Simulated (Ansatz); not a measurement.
Crystal: TiB2.

```
Ti B
1.0
     3.02920    0.00000    0.00000
    -1.51460    2.62336    0.00000
     0.00000    0.00000    3.22840
Ti B
1 2
Direct
  0.00000 0.00000 0.00000
  0.66667 0.33333 0.50000
  0.33333 0.66667 0.50000
```

Base run:

| Item | Value |
| --- | --- |
| Program | Ansatz 0.2.0 |
| Functional | LDA |
| Potentials or basis | Ansatz PAW |
| Cutoff | 420 eV (not typed: the program's choice for these potentials) |
| k mesh | 10 × 10 × 8 |
| Occupations | fermi-dirac, width 0.05 eV |
| Spin | no spin polarisation |

Its results: band gap on the k mesh none (metal or under the smearing width); pressure -11.2 GPa.

Task: After a change of settings the same cell gave: band gap on the k mesh none (metal or under the smearing width); pressure -5.1 GPa. Which change was it?
A. functional from LDA to PBE; cutoff from 420 eV (not typed: the program's choice for these potentials) to 800 eV
B. functional from LDA to PBEsol
C. functional from LDA to PBE; potentials or basis from Ansatz PAW to Ansatz NC; cutoff from 420 eV (not typed: the program's choice for these potentials) to 1155 eV (not typed: the program's choice for these potentials)
D. functional from LDA to BLYP

Result: B.

PBEsol binds less tightly than LDA, so the same cell stands under more pressure.

Caveats: the PAW data sets come from PBE, with cores solved anew for the run's functional, which leaves a small shift of forces and pressure.
